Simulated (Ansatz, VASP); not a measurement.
## One calculation of O2, two programs

```xyz
2
Lattice="10.0000 0.0000 0.0000 0.0000 10.5000 0.0000 0.0000 0.0000 11.0000" Properties=species:S:1:pos:R:3 pbc="T T T"
O     5.0000    5.2500    4.8945
O     5.0000    5.2500    6.1055
```

Alike in both runs: functional PBEsol; k mesh 1 × 1 × 1; occupations gaussian, width 0.01 eV; collinear spin.

Ansatz relaxed the structure, and its values are those at the end. VASP's run is a single point on that final structure, the one shown.

|  | VASP | Ansatz |
| --- | --- | --- |
| version | VASP 6.6.1 | Ansatz 0.2.0 |
| potentials or method | VASP PAW PBE potentials, release 64 (O) | scalar-relativistic, plane waves, PAW |
| plane-wave cutoff (eV) | 520 | 420 |
| valence electrons in the cell | 12 | 12 |

|  | VASP | Ansatz | Ansatz less VASP |
| --- | --- | --- | --- |
| gap on the k mesh at the Fermi level (eV) | 2.26 | 2.24 | -0.019 |
| least direct gap on the mesh (eV) | 2.26 | 2.24 | -0.019 |
| rms of the force components (eV/Å) | 0.753 | 0.000 | -0.7534 |
| net moment per atom (μB) | 1.00 | 1.00 | 0.000 |
| size of the moment on the site where the two differ most (μB) | 0.81 | 0.56 | -0.249 |

Site moments also hang on the region over which each program counts them. One of these differences is far larger than is usual between the two programs; its cause wasn't traced. The functional is the same, so the differences come from potentials, cutoffs and numerics. Ansatz warned: «pseudo_functional_mismatch».

Caveats: the standard files for N, O and F lose accuracy on very short bonds; the PAW data sets were made with another functional, which shifts forces and pressure a little (VASP).
